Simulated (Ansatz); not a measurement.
Runs of Ansatz 0.2.0 on BN. Symmetry: R3m, No. 160, trigonal system. The conventional cell has a = 2.502 Å, b = 2.502 Å, c = 10.119 Å, α = 90.00°, β = 90.00°, γ = 120.00°. Around N (site symmetry 3m) lie 3 B at 1.44 Å. B (site symmetry 3m) is surrounded by 3 N at 1.44 Å. The cell is a database's computed one.

```tsv
task	level	smearing	points for each segment of the path	gap on the mesh (eV)	pressure (GPa)
band structure	BLYP	fermi-dirac 0.05 eV	14	(a)	5.7
band structure	PBE	fermi-dirac 0.05 eV	14	4.29	3.6
single point	PBE	gaussian 0.012 eV	-	4.29	3.6
single point	PBE	gaussian 0.023 eV	-	4.29	3.6
single point	PBE	gaussian 0.017 eV	-	4.29	3.6
```

Alike in all rows: potentials or basis Ansatz PAW; no spin polarisation; cell as given; k mesh 12 × 12 × 12; cutoff (eV) 420.

Q: Fill in the values left out.

A: (a) 4.35.

Caveats: the PAW data sets come from PBE, with cores solved anew for the run's functional, which leaves a small shift of forces and pressure (some runs).

A k mesh can miss the band edges.
